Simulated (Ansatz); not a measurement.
# ZnS: the cost of one run

Method: DFT PBE, scalar-relativistic, plane waves, PAW, in Ansatz 0.2.0.

**1. Starting point**

The structure is cubic, space group F-43m (No. 216). The conventional cell has a = 5.409 Å, b = 5.409 Å, c = 5.409 Å, α = 90.00°, β = 90.00°, γ = 90.00°. Around Zn (site symmetry -43m) lie 4 S at 2.34 Å. S (site symmetry -43m) is surrounded by 4 Zn at 2.34 Å.

As a file:

```xyz
2
Lattice="0.0000 2.7046 2.7046 2.7046 0.0000 2.7046 2.7046 2.7046 0.0000" Properties=species:S:1:pos:R:3 pbc="T T T"
Zn    0.0000    0.0000    0.0000
S     4.0570    4.0570    4.0570
```

The cell is taken as given, not relaxed at this level.

**2. The reference cell**

Reference values: F = -4222.7312 eV; pressure 1.37 GPa; largest force 0.000 eV/Å; gap on the mesh 2.10 eV. It was computed beforehand with the settings of the runs below.

**3. The scan: energy and stress against strain**

The cell is strained by ε times the Voigt pattern (1, 0, 0, 0, 0, 0) (xx, yy, zz, yz, xz, xy; engineering shear), with fractional coordinates fixed (clamped ions). The stress on the pattern is the sum of the stress components weighted by it, tension positive.

**4. At ε = -0.1000**

Input file input.yaml:

```yaml
crystal:
  lattice:
    - [0.0, 2.70465, 2.70465]
    - [2.434185, 0.0, 2.70465]
    - [2.434185, 2.70465, 0.0]
  atoms:
    - { symbol: Zn, position: [0.0, 0.0, 0.0] }
    - { symbol: S, position: [0.75, 0.75, 0.75] }
basis:
  ecutwfc: 420
kpoints:
  mp_grid: { grid: [10, 10, 10] }
hamiltonian:
  xc: pbe
scf:
  occupations: { method: gaussian, width: 0.05 }
output:
  forces: true
  stress: true
  eigenvalues: true
```

Command:

```sh
$ ansatz run input.yaml --threads 1 --pin off --max-ram 2560MiB --backend cpu --events-out ev --progress --plain --runs-dir out
```

Q: Estimate wall time and peak memory on 1 thread of Arm Neoverse V2, shared host.

About 3.5 s, with a peak of 0.34 GiB.
